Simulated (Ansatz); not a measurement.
# ZnO under strain — electric field gradients

The cell is an entry of the Crystallography Open Database (COD), relaxed with PBE at fixed cell and then changed (z compressed by 3 %, ions relaxed).

```
CELL_PARAMETERS angstrom
3.24940 0.00000 0.00000
-1.62470 2.81406 0.00000
0.00000 0.00000 5.04769
ATOMIC_POSITIONS crystal
Zn 0.33333 0.66667 0.99612
Zn 0.66667 0.33333 0.49612
O 0.33333 0.66667 0.38598
O 0.66667 0.33333 0.88598
```

Atoms are numbered from 1 in the order listed; like atoms form one site, named after its first atom.

Level of theory: DFT, PBE, plane waves and PAW, scalar-relativistic, 420 eV cutoff, Γ-centred 11×11×6 k-points, Fermi–Dirac smearing 0.02 eV (Ansatz 0.2.0).

Conventions: |V_zz| ≥ |V_yy| ≥ |V_xx|, η = (V_xx − V_yy)/V_zz, C_Q = eQV_zz/h. Directions are in the Cartesian axes of the cell vectors above, for the atom listed; none is given where the gradient is under 0.02 or η is above 0.95.

Q: What field gradients does the calculation give at each kind of site?

A: 

| site | first atom | first shell | V_zz (10²¹ V/m²) | η | direction of V_zz (x, y, z) |
| --- | --- | --- | --- | --- | --- |
| Zn | 1 | 4 O at 1.96–1.97 Å; also 1 O at 3.08 Å | 1.06 | 0.00 | 0.00 0.00 1.00 |
| O | 3 | 4 Zn at 1.96–1.97 Å; also 1 Zn at 3.08 Å | -0.97 | 0.00 | 0.00 0.00 1.00 |

An axis of threefold or higher order runs through Zn and O, so V_zz lies along it and η is zero.

With a gap of 0.9 eV on this mesh, small gradients can still move by 0.1 × 10²¹ V/m² or more as the k-mesh gets denser. At this changed cell the PBE pressure is 10 GPa.
